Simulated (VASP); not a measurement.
Wanted: the native input for a VASP 6.6.1 run.

| Quantity | Value |
| --- | --- |
| Task | single point |
| Functional | r2SCAN |
| Potentials or basis | VASP PAW PBE potentials, release 64 (Al) |
| Cutoff | 520 eV |
| k mesh | 18 × 18 × 18 |
| Occupations | fermi-dirac, width 0.08 eV |
| Spin | no spin polarisation |
| Dipole correction | no |
| Further INCAR settings | ALGO = Normal; EDIFF = 1e-07; NBANDS = 8 |

Crystal: Al.

```xyz
1
Lattice="-1.5603 1.5603 1.6549 1.5603 -1.5603 1.6549 1.5603 1.5603 -1.6549" Properties=species:S:1:pos:R:3 pbc="T T T"
Al    0.0000    0.0000    0.0000
```

This isn't the form of Al at room conditions, which is fcc.

The cell isn't the ideal one: z stretched by +4 % at fixed volume.

These files were run (other wordings do the same):

POSCAR

```
Al
1.0
   -1.5603182982      1.5603182982      1.6548674376
    1.5603182982     -1.5603182982      1.6548674376
    1.5603182982      1.5603182982     -1.6548674376
Al
1
Direct
    0.0000000000      0.0000000000      0.0000000000
```

INCAR.step1

```
SYSTEM = Al
PREC = Accurate
ENCUT = 520
ISMEAR = -1
SIGMA = 0.08
LREAL = .FALSE.
LASPH = .TRUE.
NELM = 100
NBANDS = 8
GGA = PE
ALGO = Normal
EDIFF = 1E-4
LWAVE = .TRUE.
LCHARG = .FALSE.
```

INCAR.step2

```
SYSTEM = Al
PREC = Accurate
ENCUT = 520
EDIFF = 1E-7
ISMEAR = -1
SIGMA = 0.08
LREAL = .FALSE.
LASPH = .TRUE.
NELM = 100
ALGO = Normal
ISIF = 2
LWAVE = .FALSE.
LCHARG = .FALSE.
METAGGA = R2SCAN
LMIXTAU = .TRUE.
NBANDS = 8
ISTART = 1
```

KPOINTS

```
Automatic mesh
0
G
  18 18 18
  0 0 0
```

Potentials or basis: VASP PAW PBE potentials, release 64 (Al).

Command:

```bash
$ cat potpaw_PBE.64/Al/POTCAR > POTCAR
$ cp INCAR.step1 INCAR
$ mpirun -np 1 vasp_std > vasp.out
$ cp INCAR.step2 INCAR
$ mpirun -np 1 vasp_std > vasp.out
```

It gave:

* Pressure: 0.1 GPa
* Band gap on the k mesh: none (metal or under the smearing width)

Caveat: the PAW data sets were made with another functional, which shifts forces and pressure a little.

It took 3.2 min on 1 thread of Intel(R) Xeon(R) Platinum 8375C CPU @ 2.90GHz (Ice Lake), on a shared host, peak memory 0.17 GiB.
